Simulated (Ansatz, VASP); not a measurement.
## Two plane-wave programs on Ge

```
CELL_PARAMETERS angstrom
0.00000 2.77673 2.77673
2.77673 0.00000 2.77673
2.77673 2.77673 0.00000
ATOMIC_POSITIONS crystal
Ge 0.50000 0.50000 0.50000
Ge 0.75000 0.75000 0.75000
```

Alike in both runs: task single point; functional LDA; k mesh 9 × 9 × 9; occupations fermi-dirac, width 0.05 eV; no spin polarisation.

|  | VASP | Ansatz |
| --- | --- | --- |
| version | VASP 6.6.1 | Ansatz 0.2.0 |
| potentials or method | VASP PAW LDA potentials, release 64 (Ge_d) | plane waves (420 eV) with PAW, scalar-relativistic |
| plane-wave cutoff (eV) | 520 | 420 |
| valence electrons in the cell | 28 | 28 |

Ansatz gave:

| Item | Value |
| --- | --- |
| pressure (GPa) | 2.8 |

Q: What did VASP give for the same quantities?

A: Pressure (GPa): 3.1.

Ansatz warned: «pseudo_functional_mismatch».
